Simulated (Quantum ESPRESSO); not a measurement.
## CuO under changes of volume

One of the cells (11.053 Å³/atom); the others are scaled copies at fixed shape and fractional positions:

```
Cu O
1.0
     1.99097   -2.15355    0.00000
     1.99097    2.15355    0.00000
     0.00000    0.00000    5.15593
Cu O
2 2
Direct
  0.50000 0.00000 0.00000
  0.00000 0.50000 0.50000
  0.50000 0.50000 0.25000
  0.50000 0.50000 0.75000
```

Measurements of this composition are mostly on another form, of space group No. 15.

- Program: Quantum ESPRESSO 7.5
- Functional: r2SCAN
- Potentials or basis: SG15 PBE 1.2
- Cutoff: 1197 eV
- Density cutoff: 4789 eV
- k mesh: 4 × 4 × 2
- Occupations: fermi-dirac, width 0.05 eV
- Spin: no spin polarisation

```tsv
volume (Å³/atom)	energy over the lowest point (meV/atom)	pressure (GPa)
10.390	6.25	6.1
10.611	0.48	2.1
10.832	0.00	-1.5
11.053	4.24	-4.7
11.274	?	?
11.496	24.76	-10.1
11.717	40.20	-12.4
```

Question: What does the run at 11.274 Å³/atom give?

Answer: Energy over the lowest point 12.64 meV/atom; pressure -7.6 GPa.

Worked out: A Birch-Murnaghan fit of order 3 (a polynomial in V^(-2/3)) to the other rows has its minimum at 10.74 Å³/atom with B0 = V·E''(V) = 173 GPa and B' = 4.7 at fixed shape and positions, which overstates the stiffness. It gives 12.61 meV/atom at 11.274 Å³/atom, against the run's 12.64, and -dE/dV = -7.5 GPa, against -7.6.

Energies are extrapolated to zero smearing.

Caveats: all runs use coarse meshes; the potentials were made for another functional, which shifts forces and pressure; the run has no spin polarisation, though such a crystal can be magnetic.
